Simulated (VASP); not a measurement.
Runs of VASP 6.6.1 on ZrO2. Symmetry: Fm-3m, No. 225, cubic system. The conventional cell has a = 5.116 Å, b = 5.116 Å, c = 5.116 Å, α = 90.00°, β = 90.00°, γ = 90.00°. Zr (site symmetry m-3m) has 8 O at 2.22 Å as nearest neighbours. Around O (site symmetry -43m) lie 4 Zr at 2.22 Å. The cell was built by a generator and needn't be a form met in nature.

| task | level | spin | cell | k mesh | cutoff (eV) | grid for exact exchange (PRECFOCK) | exchange at q = 0 | gap on the mesh (eV) | pressure (GPa) | moment (μB) |
| --- | --- | --- | --- | --- | --- | --- | --- | --- | --- | --- |
| electrostatic potential | PBE | off | Fm-3m, 11.16 Å³/atom | 10 × 10 × 10 | 520 | - | - | 3.31 | 0.3 | - |
| electrostatic potential | PBE0 | off | Fm-3m, 11.16 Å³/atom | 6 × 6 × 6 | 520 | Fast | default | 5.68 | (a) | - |
| electrostatic potential | PBE | non-collinear, zero start, SOC | Fm-3m, 11.16 Å³/atom | 10 × 10 × 10 | 520 | - | - | - | 0.3 | 0.00 |
| relaxation of cell and atoms | PBE | off | relaxed | 10 × 10 × 10 | 600 | - | - | 3.31 | 0.1 | - |
| band structure | PBE | non-collinear, zero start, SOC | Fm-3m, 11.16 Å³/atom | 10 × 10 × 10 | 520 | - | - | - | 0.3 | 0.00 |

Alike in all rows: potentials or basis VASP PAW PBE potentials, release 64 (Zr_sv, O); smearing gaussian 0.02 eV.

Question: Estimate the missing entries.

Answer: (a) -6.3.

Caveats: the PAW data sets were made with another functional, which shifts forces and pressure a little (some runs).

A k mesh can miss the band edges, and rows without SOC leave out spin-orbit coupling on Zr.
